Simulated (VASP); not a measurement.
# O (Fmmm) in VASP: equation of state

How stiff is O in PBE, and what volume does it want? The cell is scaled to several volumes.

Everything below comes from runs of VASP 6.6.1. Logs are shortened: lines on timing, memory, paths and dates and some standing lists are left out, and cuts for length are marked.

## Step 1: Starting point

Symmetry: Fmmm, No. 69, orthorhombic system. Conventional cell: a = 3.004 Å, b = 3.780 Å, c = 7.798 Å, α = 90.00°, β = 90.00°, γ = 90.00°. Around O (site symmetry mm2) lie 1 O at 1.23 Å.

## Step 2: Equation of state, PBE, 10.40 Å³/atom (volume scaled by 0.94)

Contents of INCAR:

```
SYSTEM = O
ALGO = Normal
EDIFF = 1E-7
ENCUT = 520
GGA = PE
ISIF = 2
ISMEAR = -1
LASPH = .TRUE.
LCHARG = .FALSE.
LREAL = .FALSE.
LWAVE = .FALSE.
NBANDS = 13
NELM = 100
PREC = Accurate
SIGMA = 0.05
```

Contents of KPOINTS:

```
k-points
0
G
  12 12 12
  0 0 0
```

Contents of POSCAR:

```
O
1.0
    0.0000000000      1.8513050931      3.8192465653
    1.4711159692      0.0000000000      3.8192465653
    1.4711159692      1.8513050931      0.0000000000
O
2
Direct
    0.5789020000      0.5789020000      0.4210980000
    0.4210980000      0.4210980000      0.5789020000
```

Potentials or basis: VASP PAW PBE potentials, release 64 (O).

Run with:

```bash
$ cat potpaw_PBE.64/O/POTCAR > POTCAR
$ mpirun -np 1 vasp_std > vasp.out
```

OUTCAR:

```text
SYSTEM = O
   EDIFF = 1E-7
   ENCUT = 520
   GGA = PE
   ISIF = 2
   ISMEAR = -1
   LASPH = .TRUE.
   LREAL = .FALSE.
   NELM = 100
   PREC = Accurate

 ion  position               nearest neighbor table
   1  0.579  0.579  0.421-   2 1.21
   2  0.421  0.421  0.579-   1 1.21

  LATTYP: Found a face centered orthorhombic cell.
 ALAT       =     2.9422319384
 B/A-ratio  =     1.2584358622
 C/A-ratio  =     2.5961560103

  Lattice vectors:

 A1 = (   0.0000000000,   1.8513050931,   3.8192465653)
 A2 = (   1.4711159692,   0.0000000000,   3.8192465653)
 A3 = (   1.4711159692,   1.8513050931,   0.0000000000)

Analysis of symmetry for initial positions (statically):
=====================================================================
 Subroutine PRICEL returns:
 Original cell was already a primitive cell.

 Routine SETGRP: Setting up the symmetry group for a
 face centered orthorhombic supercell.

 Subroutine GETGRP returns: Found  8 space group operations
 (whereof  8 operations were pure point group operations)
 out of a pool of  8 trial point group operations.

The static configuration has the point symmetry D_2h.

Analysis of symmetry for dynamics (positions and initial velocities):
=====================================================================
 Subroutine PRICEL returns:
 Original cell was already a primitive cell.

 Routine SETGRP: Setting up the symmetry group for a
 face centered orthorhombic supercell.

 Subroutine GETGRP returns: Found  8 space group operations
 (whereof  8 operations were pure point group operations)
 out of a pool of  8 trial point group operations.

The dynamic configuration has the point symmetry D_2h.

 Subroutine INISYM returns: Found  8 space group operations
 (whereof  8 operations are pure point group operations),
 and found     1 'primitive' translations

----------------------------------------------------------------------------------------

                                     Primitive cell

  volume of cell :      20.8033

  direct lattice vectors                    reciprocal lattice vectors
     0.000000000  1.851305093  3.819246565    -0.339878032  0.270079741  0.130915873
     1.471115969  0.000000000  3.819246565     0.339878032 -0.270079741  0.130915873
     1.471115969  1.851305093  0.000000000     0.339878032  0.270079741 -0.130915873

  length of vectors
     4.244287322  4.092777360  2.364637973     0.453430379  0.453430379  0.453430379

  position of ions in fractional coordinates (direct lattice)
     0.578902000  0.578902000  0.421098000
     0.421098000  0.421098000  0.578902000

  ion indices of the primitive-cell ions
   primitive index   ion index
                 1           1
                 2           2

----------------------------------------------------------------------------------------

 KPOINTS: k-points

Automatic generation of k-mesh.
 Grid dimensions read from file:
 generate k-points for:   12   12   12

 Generating k-lattice:

  Cartesian coordinates                     Fractional coordinates (reciprocal lattice)
    -0.028323169  0.022506645  0.010909656     0.083333333 -0.000000000 -0.000000000
     0.028323169 -0.022506645  0.010909656     0.000000000  0.083333333  0.000000000
     0.028323169  0.022506645 -0.010909656     0.000000000  0.000000000  0.083333333

  Length of vectors
     0.037785865  0.037785865  0.037785865

  Shift w.r.t. Gamma in fractional coordinates (k-lattice)
     0.000000000  0.000000000  0.000000000

 Subroutine IBZKPT returns following result:
 ===========================================

 Found    280 irreducible k-points:

 Following reciprocal coordinates:
            Coordinates               Weight
  0.000000  0.000000  0.000000      1.000000
  0.083333  0.000000  0.000000      8.000000
  0.166667  0.000000  0.000000      8.000000
  0.250000  0.000000 -0.000000      8.000000
  0.333333  0.000000 -0.000000      8.000000
  0.416667  0.000000 -0.000000      8.000000
[... 42 lines left out ...]
  0.500000  0.000000  0.083333      8.000000
 -0.416667  0.000000  0.083333      8.000000
 [... further k-points ...]
   k-points           NKPTS =    280   k-points in BZ     NKDIM =    280   number of bands    NBANDS=     13
   number of dos      NEDOS =    301   number of ions     NIONS =      2
   total plane-waves  NPLWV =  17280
   dimension x,y,z NGX =    32 NGY =   30 NGZ =   18
   dimension x,y,z NGXF=    64 NGYF=   60 NGZF=   36
   ions per type =               2
   NGX,Y,Z   is equivalent  to a cutoff of  12.53, 12.19, 12.65 a.u.
   NGXF,Y,Z  is equivalent  to a cutoff of  25.07, 24.37, 25.31 a.u.
 SYSTEM =  O
   PREC   = accura    normal or accurate (medium, high low for compatibility)
   ISTART =      0    job   : 0-new  1-cont  2-samecut
   ICHARG =      2    charge: 1-file 2-atom 10-const
   ISPIN  =      1    spin polarized calculation?
   LNONCOLLINEAR =      F non collinear calculations
   LSORBIT =      F    spin-orbit coupling
   LASPH  =      T    aspherical Exc in radial PAW
   ENCUT  =  520.0 eV  38.22 Ry    6.18 a.u.   7.89  7.61  4.40*2*pi/ulx,y,z
   NELM   =    100;   NELMIN=  2; NELMDL= -5     # of ELM steps
   EDIFF  = 0.1E-06   stopping-criterion for ELM
   LREAL  =      F    real-space projection
   EDIFFG = 0.1E-05   stopping-criterion for IOM
   NSW    =      0    number of steps for IOM
   IBRION =     -1    ionic relax: 0-MD 1-quasi-New 2-CG
   NFREE  =      0    steps in history (QN), initial steepest desc. (CG)
   ISIF   =      2    stress and relaxation
   ISYM   =      2    0-nonsym 1-usesym 2-fastsym
   POTIM  = 0.5000    time-step for ionic-motion
   TEBEG  =    0.0;   TEEND  =   0.0 temperature during run
   PSTRESS=    0.0 pullay stress
   NELECT =      12.0000    total number of electrons
   NUPDOWN=      -1.0000    fix difference up-down
   EMIN   =  10.00;   EMAX   =-10.00  energy-range for DOS
   EFERMI =   0.00;   METHOD = LEGACY
   ISMEAR =    -1;   SIGMA  =   0.05  broadening in eV -4-tet -1-fermi 0-gaus
   EFERMI_NEDOS =   21; number of points for ismear=-14 and -15
   IALGO  =     38    algorithm
   IMIX   =      4    mixing-type and parameters
     AMIX     =   0.40;   BMIX     =  1.00
     AMIX_MAG =   1.60;   BMIX_MAG =  1.00
  volume/ion in A,a.u.               =      10.40        70.19
  Fermi-wavevector in a.u.,A,eV,Ry     =   1.362776  2.575273 25.268163  1.857158
  Thomas-Fermi vector in A             =   2.489236
   LORBIT       =      0    0 simple, 1 ext, 2 COOP (PROOUT), +10 PAW based schemes
   GGA     = PE    functional components
   LHFCALC =     F    Hartree Fock is set to
   AEXX    =    0.0000 exact exchange contribution
   IVDW    =     0    specifies the selected vdW correction
   LEPSILON=     F    determine dielectric tensor
   LRPA    =     F    only Hartree local field effects (RPA)
 non-spin polarized calculation
  energy-cutoff  :      520.00
  volume of cell :       20.80
 maximum number of plane-waves:       575
   NGX = 15   NGY = 15   NGZ =  9

 number of electron      11.9999996 magnetization

 Free energy of the ion-electron system (eV)
  ---------------------------------------------------
  ext. energy  EPLUGINS =         0.00000000
  ---------------------------------------------------
  free energy    TOTEN  =        -9.61173960 eV

  energy without entropy =       -9.60386589  energy(sigma->0) =       -9.60780275

 E-fermi :   1.0723     XC(G=0):  -9.8405

 val. band max:        1.0719482318   @ k =   0.4167  -0.2500   0.2500
 cond. band min:       1.0773946591   @ k =   0.3333   0.0833   0.1667
 fundamental gap:      0.0054464273
 Fermi energy:         1.0723319994

 k-point     1 :       0.0000    0.0000    0.0000
  band No.  band energies     occupation
      1     -26.8293      2.00000
      2     -13.7443      2.00000
      3      -7.8860      2.00000
      4      -4.2667      2.00000
      5      -3.7501      2.00000
      6       2.3400      0.00000
      7       2.7913      0.00000
      8      11.6318      0.00000
      9      11.9375      0.00000
     10      13.8220      0.00000
     11      20.2518      0.00000
     12      22.3968      0.00000
     13      28.1851      0.00000

 k-point     2 :       0.0833    0.0000    0.0000
  band No.  band energies     occupation
      1     -26.7752      2.00000
      2     -13.6914      2.00000
      3      -7.8265      2.00000
      4      -4.4443      2.00000
      5      -3.8573      2.00000
      6       2.1828      0.00000
      7       2.7039      0.00000
      8      11.4863      0.00000
      9      12.2320      0.00000
     10      14.0764      0.00000
     11      20.4776      0.00000
     12      22.4259      0.00000
     13      27.4364      0.00000

 k-point     3 :       0.1667    0.0000    0.0000
  band No.  band energies     occupation
      1     -26.6247      2.00000
      2     -13.5406      2.00000
      3      -7.6863      2.00000
      4      -5.0776      2.00000
      5      -3.9290      2.00000
      6       1.5853      0.00007
      7       2.6513      0.00000
      8      11.2248      0.00000
      9      12.9149      0.00000
     10      14.7607      0.00000
     11      20.9821      0.00000
     12      22.2985      0.00000
     13      25.9341      0.00000
[... 561 lines left out ...]
 k-point    39 :      -0.3333    0.3333    0.0000
  band No.  band energies     occupation
      1     -26.1696      2.00000
      2     -13.3439      2.00000
      3      -7.6254      2.00000
      4      -5.9395      2.00000
      5      -3.9213      2.00000
      6      -0.0997      2.00000
      7       2.7351      0.00000
      8       9.6020      0.00000
      9      15.9434      0.00000
     10      16.5229      0.00000
     11      18.5108      0.00000
     12      22.3926      0.00000
     13      28.4653      0.00000

 k-point    40 :       0.4167    0.4167    0.0000
  band No.  band energies     occupation
      1     -26.7906      2.00000
      2     -14.3576      2.00000
      3      -6.6190      2.00000
      4      -4.3183      2.00000
      5      -3.7755      2.00000
      6       2.4728      0.00000
      7       2.8568      0.00000
      8       7.8892      0.00000
      9      12.1874      0.00000
     10      15.3272      0.00000
     11      21.7183      0.00000
     12      26.1538      0.00000
     13      30.2599      0.00000

 [... further k-points ...]

------------------------ aborting loop because EDIFF is reached ----------------------------------------

  FORCE on cell =-STRESS in cart. coord.  units (eV):
  Direction    XX          YY          ZZ          XY          YZ          ZX
  --------------------------------------------------------------------------------------
  -------------------------------------------------------------------------------------
  Total        0.6770810      0.3637344      2.5194775      0.0000000      0.0000000      0.0000000
  in kB       52.1457104     28.0131801    194.0387498      0.0000000      0.0000000      0.0000000
  external PRESSURE =      91.3992134 kB  Pullay stress =       0.0000000 kB

 VOLUME and BASIS-vectors are now :
 -----------------------------------------------------------------------------
  energy-cutoff  :      520.00
  volume of cell :       20.80
      direct lattice vectors                 reciprocal lattice vectors
     0.000000000  1.851305093  3.819246565    -0.339878032  0.270079741  0.130915873
     1.471115969  0.000000000  3.819246565     0.339878032 -0.270079741  0.130915873
     1.471115969  1.851305093  0.000000000     0.339878032  0.270079741 -0.130915873

 POSITION                                       TOTAL-FORCE (eV/Angst)
 -----------------------------------------------------------------------------------
      1.47112      1.85131      4.42194         0.000000      0.000000      1.800346
      1.47112      1.85131      3.21655         0.000000      0.000000     -1.800346
 -----------------------------------------------------------------------------------
    total drift:                                0.000000      0.000000      0.000000

  FREE ENERGIE OF THE ION-ELECTRON SYSTEM (eV)
  ---------------------------------------------------
  free  energy   TOTEN  =        -9.6117395989 eV

  energy  without entropy=       -9.6038658915  energy(sigma->0) =       -9.60780275
```

It took 91 s on 1 thread of AMD EPYC 7R13 (Zen 3), shared host; peak memory 0.15 GiB.

Results:

```
Free energy            : -9.6117 eV
Pressure               : 9.1 GPa
Largest force          : 1.800 eV/Å
Band gap on the k mesh : none (metal or under the smearing width)
```

Caveat: the standard files for N, O and F lose accuracy on very short bonds; spin is off for a triplet molecule; forces of over 1 eV/Å show positions far from the minimum, so gaps and moduli don't describe the material at rest.

## Step 3: Equation of state, PBE, 10.62 Å³/atom (volume scaled by 0.96)

Contents of INCAR:

```
PREC = Accurate ; ENCUT = 520
EDIFF = 1E-7 ; ISMEAR = -1
SIGMA = 0.05 ; LREAL = False
LASPH = True ; NELM = 100
ALGO = Normal ; ISIF = 2
LWAVE = False ; LCHARG = False
GGA = PE ; NBANDS = 13
```

Contents of KPOINTS:

```
regular mesh
0
Gamma
  12 12 12
```

Contents of POSCAR:

```
O
1.0
    0.0000000000      1.8643428824      3.8461435541
    1.4814762822      0.0000000000      3.8461435541
    1.4814762822      1.8643428824      0.0000000000
O
2
Direct
    0.5789020000      0.5789020000      0.4210980000
    0.4210980000      0.4210980000      0.5789020000
```

Potentials or basis: VASP PAW PBE potentials, release 64 (O).

Run with:

```bash
$ cat potpaw_PBE.64/O/POTCAR > POTCAR
$ mpirun -np 1 vasp_std > vasp.out
```

Run time: 99 s. Hardware: 1 thread of AMD EPYC 7R13 (Zen 3), shared host; peak memory 0.15 GiB.

Results (log left out):

| Property | Result |
| --- | --- |
| Free energy | -9.6340 eV |
| Pressure | 6.0 GPa |
| Largest force | 1.111 eV/Å |
| Band gap on the k mesh | none (metal or under the smearing width) |

Caveat: the standard files for N, O and F lose accuracy on very short bonds; spin is off for a triplet molecule; forces of over 1 eV/Å show positions far from the minimum, so gaps and moduli don't describe the material at rest.

## Step 4: Equation of state, PBE, 10.84 Å³/atom (volume scaled by 0.98)

Contents of INCAR:

```
SYSTEM = O
ALGO     = Normal         ! electronic algorithm
EDIFF    = 1E-7           ! SCF threshold, eV
ENCUT    = 520            ! plane-wave cutoff, eV
GGA      = PE             ! functional
ISIF     = 2              ! what is computed and relaxed
ISMEAR   = -1             ! smearing method
LASPH    = .TRUE.         ! aspherical terms in the spheres
LCHARG   = .FALSE.        ! write CHGCAR
LREAL    = .FALSE.        ! projectors in reciprocal space
LWAVE    = .FALSE.        ! write WAVECAR
NBANDS   = 13             ! bands
NELM     = 80             ! most SCF steps
PREC     = Accurate       ! precision mode
SIGMA    = 0.05           ! smearing width, eV
```

Contents of KPOINTS:

```
k-points
0
G
  12 12 12
  0 0 0
```

Contents of POSCAR:

```
O
1.0
    0.0000000000      1.8772008259      3.8726695203
    1.4916936829      0.0000000000      3.8726695203
    1.4916936829      1.8772008259      0.0000000000
O
2
Direct
    0.5789020000      0.5789020000      0.4210980000
    0.4210980000      0.4210980000      0.5789020000
```

Run with:

```bash
$ cat potpaw_PBE.64/O/POTCAR > POTCAR
$ mpirun -np 1 vasp_std > vasp.out
```

Wall time 1.7 min (1 thread of AMD EPYC 7R13 (Zen 3), shared host); peak memory 0.15 GiB.

It converged, with:

```yaml
Free_energy: -9.6482 eV
Pressure: 3.3 GPa
Largest_force: 0.471 eV/Å
Band_gap_on_the_k_mesh: none (metal or under the smearing width)
```

Caveat: the standard files for N, O and F lose accuracy on very short bonds; spin is off for a triplet molecule.

[end of part 1 of 2]
